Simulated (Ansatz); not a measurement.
Write the native input for Ansatz 0.2.0 that does the following.

```
Task                : single point
Functional          : PBEsol
Potentials or basis : Ansatz PAW
Cutoff              : 420 eV (not typed: the program's choice for these potentials)
k mesh              : 9 × 9 × 9
Occupations         : fermi-dirac, width 0.05 eV
Spin                : collinear spin, ferromagnetic start
Starting moments    : [4.5, 0.0] μB
Fixed moment        : 4.5 μB
```

Crystal: FeO (Wuestite).

```
CELL_PARAMETERS angstrom
0.00000 2.15540 2.15540
2.15540 0.00000 2.15540
2.15540 2.15540 0.00000
ATOMIC_POSITIONS crystal
Fe 0.00000 0.00000 0.00000
O 0.50000 0.50000 0.50000
```

These files were run (other wordings do the same):

input.yaml

```yaml
crystal:
  lattice:
    - [0.0, 2.1554, 2.1554]
    - [2.1554, 0.0, 2.1554]
    - [2.1554, 2.1554, 0.0]
  atoms:
    - { symbol: Fe, position: [0.0, 0.0, 0.0], spin: 4.5 }
    - { symbol: O, position: [0.5, 0.5, 0.5] }
hamiltonian:
  xc: pbesol
  pseudopotentials: { kind: paw }
magnetization:
  spin_polarized: true
  initial_magnetization: 4.5
  spin_locking: { lock_magnetization: hard }
kpoints:
  mp_grid: { grid: [9, 9, 9] }
scf:
  occupations: { method: fermi_dirac, width: 0.05 }
  lower_state_search: "off"
output:
  forces: true
  stress: true
  eigenvalues: true
```

Potentials or basis: Ansatz PAW.

Run with:

```console
$ ansatz run input.yaml --threads 2 --pin off --max-ram 5632MiB --backend cpu --events-out ev --progress --plain --runs-dir out
```

It gave:

```
Pressure        : 3.1 GPa
Net moment      : 4.50 μB per cell
Absolute moment : 4.50 μB per cell
Site moments    : Fe +3.64; O +0.48 μB
```

Caveat: the pressure holds a Pulay correction of +0.6 GPa for the finite cutoff; the total moment is fixed, so each spin has its own Fermi level; a cell with one magnetic atom can't hold antiferromagnetic order, which such compounds often take; the PAW data sets come from PBE, with cores solved anew for the run's functional, which leaves a small shift of forces and pressure; the thresholds are loose for stress.

Wall time 1.3 s on 2 threads of Arm Neoverse V1, on a shared host, peak memory 0.27 GiB.
